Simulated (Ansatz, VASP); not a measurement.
## P: VASP beside Ansatz

```xyz
1
Lattice="4.2729 0.0000 0.0000 0.0000 4.2729 0.0000 0.0000 0.0000 4.1591" Properties=species:S:1:pos:R:3 pbc="T T T"
P     0.0000    0.0000    0.0000
```

Change from the starting cell: strain +0.000 along x and y, -0.050 along z, atoms carried along.

Alike in both runs: task single point; functional PBEsol; k mesh 12 × 12 × 12; occupations gaussian, width 0.15 eV; no spin polarisation.

```csv
,VASP,Ansatz
version,VASP 6.6.1,Ansatz 0.2.0
potentials or method,"VASP PAW PBE potentials, release 64 (P)","scalar-relativistic, plane waves, PAW"
plane-wave cutoff (eV),520,420
valence electrons in the cell,5,5
```

```csv
,VASP,Ansatz,Ansatz less VASP
gap on the k mesh at the Fermi level (eV),none,none,-
pressure (GPa),-4.3,-4.3,+0.01
largest component of the traceless stress (GPa),0.33,0.33,0.000
```

A gap of «none» marks a metal or a gap that the smearing closes. With one functional, cell and mesh, what is left measures potentials, basis and numerics.

Caveats: the PAW data sets were made with another functional, which shifts forces and pressure a little (VASP).
